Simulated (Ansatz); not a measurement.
Here is the system:

```xyz
2
Lattice="0.0000 2.9638 2.9638 2.9638 0.0000 2.9638 2.9638 2.9638 0.0000" Properties=species:S:1:pos:R:3 pbc="T T T"
Sb     4.4456     4.4456     4.4456
Al     0.0000     0.0000     0.0000
```

No spin polarisation.

All numbers come from Ansatz (an electronic-structure program) r2SCAN, no spin-orbit coupling, earlier PAW set. Γ-centred 13×13×13 mesh, Fermi–Dirac width 0.05 eV.

Task: Predict the gap character, smallest direct gap, width of the top valence band and band gap.

Result: 
- Gap character: indirect, Γ → X
- Smallest direct gap: 3.12 eV
- Width of the top valence band: 3.23 eV
- Band gap: 1.30 eV

With Sb present, leaving out spin-orbit coupling can change the band edges. Load acts through the strain it causes; cell and atoms are relaxed under it. Stability against distortions was not tested. Measured, AlSb leaves this structure (for a Cmcm phase) near 8.1 GPa (temperature not stated; as listed in Datta, Sujoy, Jana, Debnarayan, arXiv (2020)), on rising pressure, with hysteresis. The cell was made from AlSb in the zinc blende structure (space group F-43m, No. 216) by this change: pressure 9 GPa.
